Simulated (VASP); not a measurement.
# Vibrations of GaP at several levels of theory, part 3 of 3

How much do the zone-centre frequencies of GaP depend on the functional? The starting structure is a measured crystal structure from the Crystallography Open Database.

VASP 6.6.1.

Results so far: LDA T2 364.7 cm⁻¹; LDA at the measured cell T2 350.9 cm⁻¹; PBEsol T2 356.1 cm⁻¹; PBE T2 345.0 cm⁻¹; PBEsol + D3(BJ) T2 367.3 cm⁻¹; r2SCAN T2 360.2 cm⁻¹.

## Step 8: Modes with r2SCAN + rVV10

Level of this step: r2SCAN with rVV10; plane waves and PAW (Ga_d, P) (VASP).

rVV10 adds a nonlocal correlation energy for dispersion. The cell comes from a relaxation at this level, not shown (40.10 Å³).

The input, INCAR:

```
SYSTEM = GaP
PREC = Accurate
ENCUT = 450
EDIFF = 1E-08
NELM = 100
ISMEAR = 0
SIGMA = 0.03
LREAL = .FALSE.
ALGO = Normal
METAGGA = R2SCAN
LUSE_VDW = .TRUE.
IVDW_NL = 2
BPARAM = 11.95
CPARAM = 0.0093
LASPH = .TRUE.
LORBIT = 11
LWAVE = .FALSE.
LCHARG = .FALSE.
KPAR = 2
IBRION = 6
NFREE = 2
POTIM = 0.015
NSW = 1
ISIF = 2
```

The input, POSCAR:

```
GaP
1.0
    0.0000000000      2.7167430058      2.7167430058
    2.7167430058      0.0000000000      2.7167430058
    2.7167430058      2.7167430058      0.0000000000
Ga P
1 1
Direct
    0.0000000000      0.0000000000      0.0000000000
    0.7500000000      0.7500000000      0.7500000000
```

The input, KPOINTS:

```
Automatic mesh
0
Gamma
8 8 8
0 0 0
```

The projector-augmented-wave data sets are Ga_d and P (PBE family, release 64).

Launch:

```console
> mpirun -np 2 vasp_std
```

The program printed:

```text
[banner, memory and clock lines left out]
running    2 mpi-ranks, on    1 nodes
[...]
|                                                                             |
|               ----> ADVICE to this user running VASP <----                  |
|                                                                             |
|     You have switched on vdW-DFT.                                           |
|     This routine was written and supplied by Jiri Klimes. We recommend      |
|     that you carefully read and cite the following publications:            |
|       J. Klimes, D.R. Bowler, A. Michelides                                 |
|          J. Phys.: Cond Matt. 22 022201 (2010)                              |
|       J. Klimes, D.R. Bowler, A. Michelides                                 |
|          Phys. Rev. B. 83, 195131 (2011)                                    |
|     and references therein.                                                 |
|                                                                             |

[...]
Total rVV10 correction in eV:      0.5119835    20.1367721
Total rVV10 correction in eV:      0.5119835    20.1367721
DAV:  15    -0.209484443810E+02   -0.40092E-07   -0.14245E-08   452   0.290E-03    0.265E-04
Total rVV10 correction in eV:      0.5119837    20.1367721
Total rVV10 correction in eV:      0.5119837    20.1367721
DAV:  16    -0.209484443700E+02    0.11004E-07   -0.11603E-09   387   0.506E-04    0.390E-05
Total rVV10 correction in eV:      0.5119838    20.1367721
Total rVV10 correction in eV:      0.5119838    20.1367721
DAV:  17    -0.209484443776E+02   -0.76261E-08   -0.32100E-10   407   0.367E-04
Total rVV10 correction in eV:      0.5119839    20.1367721
Total rVV10 correction in eV:      0.5119839    20.1367721
Total rVV10 correction in eV:      0.5119839    20.1367721
Total rVV10 correction in eV:      0.5119839    20.1367721
   1 F= -.20948444E+02 E0= -.20948444E+02  d E =-.142266E-22
[... from here on, the cycles between the ionic steps are left out ...]
   2 F= -.20947269E+02 E0= -.20947269E+02  d E =-.992672E-17
   3 F= -.20947274E+02 E0= -.20947274E+02  d E =-.101770E-16
   4 F= -.20947270E+02 E0= -.20947270E+02  d E =-.107039E-16
   5 F= -.20947266E+02 E0= -.20947266E+02  d E =-.103773E-16
 Finite differences progress:
  Degree of freedom:   2/  2
  Displacement:        2/  2
  Total:               4/  4
```

It took 6.1 min on 2 MPI ranks of Intel Xeon 6975P-C (Granite Rapids), shared host; peak memory 0.61 GiB; 12 min of CPU time.

From OUTCAR (step 8):

```text
  Total       -0.0018256      0.0008304      0.0008304      0.0000000     -0.1183831      0.0000000
  in kB       -0.0729345      0.0331743      0.0331743      0.0000000     -4.7296011      0.0000000
  external PRESSURE =      -0.0021953 kB  Pullay stress =       0.0000000 kB

 POSITION                                       TOTAL-FORCE (eV/Angst)
 -----------------------------------------------------------------------------------
      0.00000      0.00000      0.00000        -0.157427     -0.000000     -0.000000
      4.06011      4.07511      4.07511         0.157427      0.000000      0.000000
 -----------------------------------------------------------------------------------
    total drift:                               -0.001636      0.000004      0.000004

  FREE ENERGIE OF THE ION-ELECTRON SYSTEM (eV)
  ---------------------------------------------------
  free  energy   TOTEN  =       -20.9472655575 eV

  energy  without entropy=      -20.9472655575  energy(sigma->0) =      -20.94726556

[... 1 part as in an earlier step ...]

[... 2 further parts left out ...]
[key lines of the parts left out:]
E-fermi :   4.7598
```

With r2SCAN + rVV10 the mode is T2 363.9 cm⁻¹, -0.8 cm⁻¹ from LDA.

## Step 9: Modes with HSE06

HSE06 mixes in a quarter of exact exchange at short range, at far higher cost; in semiconductors this cures much of the gap error, while metals seldom gain. This run uses a 5×5×5 mesh. The cell comes from a relaxation at this level, not shown (40.71 Å³). Its starting orbitals come from a semilocal run on the same mesh, not shown.

Changes to INCAR since step 8:

```diff
@@ -9,8 +9,8 @@
 ALGO = Normal
-METAGGA = R2SCAN
-LUSE_VDW = .TRUE.
-IVDW_NL = 2
-BPARAM = 11.95
-CPARAM = 0.0093
+LHFCALC = .TRUE.
+AEXX = 0.25
+GGA = PE
+HFSCREEN = 0.2
 LASPH = .TRUE.
+PRECFOCK = Fast
 LORBIT = 11
```

The input, POSCAR:

```
GaP
1.0
    0.0000000000      2.7304646902      2.7304646902
    2.7304646902      0.0000000000      2.7304646902
    2.7304646902      2.7304646902      0.0000000000
Ga P
1 1
Direct
    0.0000000000      0.0000000000      0.0000000000
    0.7500000000      0.7500000000      0.7500000000
```

The input, KPOINTS:

```
Automatic mesh
0
Gamma
5 5 5
0 0 0
```

Launch:

```console
> mpirun -np 2 vasp_std
```

The program printed:

```text
[banner, memory and clock lines left out]
running    2 mpi-ranks, on    1 nodes
[...]
LDA part: xc-table for (Slater+PW92), standard interpolation
 found WAVECAR, reading the header
 POSCAR, INCAR and KPOINTS ok, starting setup
[...]
reading WAVECAR
 the WAVECAR file was read successfully
 initial charge from wavefunction
 entering main loop
       N       E                     dE             d eps       ncg     rms          rms(c)
DAV:   1    -0.107956210151E+02   -0.10796E+02   -0.77080E-01   362   0.215E+01    0.140E+00
DAV:   2    -0.107882811676E+02    0.73398E-02   -0.72779E-02   397   0.474E+00    0.128E+00
DAV:   3    -0.107847454495E+02    0.35357E-02   -0.88474E-03   345   0.184E+00    0.782E-01
DAV:   4    -0.107842283956E+02    0.51705E-03   -0.18324E-03   330   0.512E-01    0.462E-01
[...]
DAV:  15    -0.107841311637E+02    0.16397E-07   -0.34390E-09   205   0.433E-04    0.557E-04
DAV:  16    -0.107841311521E+02    0.11670E-07   -0.15712E-09   150   0.305E-04    0.285E-04
DAV:  17    -0.107841311448E+02    0.72341E-08   -0.77797E-10   140   0.221E-04
   1 F= -.10784131E+02 E0= -.10784131E+02  d E =-.287976E-15
[... from here on, the cycles between the ionic steps are left out ...]
   2 F= -.10782958E+02 E0= -.10782958E+02  d E =-.469211E-25
   3 F= -.10782959E+02 E0= -.10782959E+02  d E =-.457563E-25
   4 F= -.10782965E+02 E0= -.10782965E+02  d E =-.458216E-25
   5 F= -.10782964E+02 E0= -.10782964E+02  d E =-.456479E-25
 Finite differences progress:
  Degree of freedom:   2/  2
  Displacement:        2/  2
  Total:               4/  4
```

The job ended after 24 min (2 MPI ranks; peak memory 0.55 GiB).

Parts of OUTCAR (step 9):

```text
  Total       -0.0006180      0.0018201      0.0018201      0.0000000     -0.1104895      0.0000000
  in kB       -0.0243208      0.0716248      0.0716248      0.0000000     -4.3480252      0.0000000
  external PRESSURE =       0.0396429 kB  Pullay stress =       0.0000000 kB

 POSITION                                       TOTAL-FORCE (eV/Angst)
 -----------------------------------------------------------------------------------
      0.00000      0.00000      0.00000        -0.155388     -0.000000     -0.000000
      4.08070      4.09570      4.09570         0.155388      0.000000      0.000000
 -----------------------------------------------------------------------------------
    total drift:                               -0.000015     -0.000001     -0.000009

  FREE ENERGIE OF THE ION-ELECTRON SYSTEM (eV)
  ---------------------------------------------------
  free  energy   TOTEN  =       -10.7829639935 eV

  energy  without entropy=      -10.7829639935  energy(sigma->0) =      -10.78296399

[... 3 further parts left out ...]
[key lines of the parts left out:]
E-fermi :   4.4125
```

With HSE06 the mode is T2 362.5 cm⁻¹, -2.2 cm⁻¹ from LDA.

## Step 10: All runs side by side

```tsv
run	T2	method	core minutes
LDA	364.7	perturbation theory	3.93
LDA at the measured cell	350.9	perturbation theory	3.97
PBEsol	356.1	perturbation theory	5.27
PBE	345.0	perturbation theory	6.07
PBEsol + D3(BJ)	367.3	finite displacements	1.53
r2SCAN	360.2	finite displacements	7.34
r2SCAN + rVV10	363.9	finite displacements	12.2
HSE06	362.5	finite displacements	48.2
```

Modes are in cm⁻¹, degenerate ones as one, matched between runs by symmetry and order. A number in brackets counts the listed modes of one symmetry from the lowest. The symmetry labels come from an automatic analysis and can be wrong where levels nearly coincide. Core minutes are wall time times ranks of the run shown, on a shared host.

## Step 11: Results

```yaml
t2_lda: 364.7 cm⁻¹
t2_lda_at_the_measured_cell: 350.9 cm⁻¹
t2_pbesol: 356.1 cm⁻¹
t2_pbe: 345.0 cm⁻¹
t2_pbesol_d3_bj: 367.3 cm⁻¹
t2_r2scan: 360.2 cm⁻¹
t2_r2scan_rvv10: 363.9 cm⁻¹
t2_hse06: 362.5 cm⁻¹
```

On the cells relaxed at each level, the T2 mode of GaP lies between 345 cm⁻¹ (PBE) and 367 cm⁻¹ (PBEsol + D3(BJ)). Taking the measured cell, +3.3 % in volume, instead of the one relaxed with LDA moves T2 by -13.8 cm⁻¹. Some levels use perturbation theory and the others finite displacements, so their times can't be compared. LASPH is on in some of these runs and off in others, which adds a little to the differences. The dielectric constants and Born charges in the logs aren't compared here; at a small gap they can be far off, and in a run without a gap they mean nothing. HSE06 ran on a coarser mesh (5×5×5), which moves cell and modes too. The frequencies are harmonic, and the splitting of polar modes by their long-range field is left out. Further runs on this material are not shown.

[Lines on the potential files, build, host, timing and source positions are cut from VASP's logs without a mark.]

[Logs are printed without paths, hosts, clocks, repeated set-up lines and the standing remarks that a program may print on its own settings, such as how far it seeks lower states.]

[Hosts, paths, dates, database ids (printed as entryN), source tags and the programs' standing remarks are cut or masked in the printed files.]
